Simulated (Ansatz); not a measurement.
CO on the (001) surface of Ru, space group P6_3/mmc (No. 194) (top face towards +c; held atoms: 1, 2, 3, 4, 5, 6, 7, 8), one molecule per 25.2 Å². Starting structure (upright, lowest atom O over a top Ru site; the molecule's atoms stand last):

```
CELL_PARAMETERS angstrom
5.39519 0.00000 0.00000
-2.69759 4.67237 0.00000
0.00000 0.00000 25.54873
ATOMIC_POSITIONS crystal
Ru 0.33333 0.16667 0.31313
Ru 0.33333 0.66667 0.31313
Ru 0.83333 0.16667 0.31313
Ru 0.83333 0.66667 0.31313
Ru 0.16667 0.33333 0.39661
Ru 0.16667 0.83333 0.39661
Ru 0.66667 0.33333 0.39661
Ru 0.66667 0.83333 0.39661
Ru 0.33333 0.16667 0.48065
Ru 0.33333 0.66667 0.48065
Ru 0.83333 0.16667 0.48065
Ru 0.83333 0.66667 0.48065
Ru 0.16667 0.33333 0.56154
Ru 0.16667 0.83333 0.56154
Ru 0.66667 0.33333 0.56154
Ru 0.66667 0.83333 0.56154
C 0.16667 0.33333 0.70910
O 0.16667 0.33333 0.66409
```

All numbers below come from DFT PBE+D3(BJ), scalar-relativistic, plane waves, PAW (Ansatz 0.2.0). Cutoff 420 eV; k points 4×4×1 on the computed 18-atom cell (Γ-centred); Gaussian smearing, width 0.10 eV; no spin polarisation. The cell repeats along c with a dipole correction in the vacuum.

E_ads is per molecule, from the clean relaxed slab and the free relaxed molecule; negative means bound; no zero-point or thermal terms, forces under 0.04 eV/Å, and the free molecule is spin-polarised where open-shell. Heights count from the highest slab atom.

**Question.** How strongly does it adsorb?

**Answer.** -0.11 eV.

**Question.** Does the molecule survive, and how close does it come to the surface?

**Answer.** It stays whole. Its lowest atom lies 3.33 Å over the highest slab atom; shortest contacts O–Ru 3.33 Å.

**Question.** How do the dipole along +c and the top face's work function change?

**Answer.** The dipole changes by -0.009 e·Å a cell, the work function by +0.05 eV.

Each end is the local minimum that its start leads to.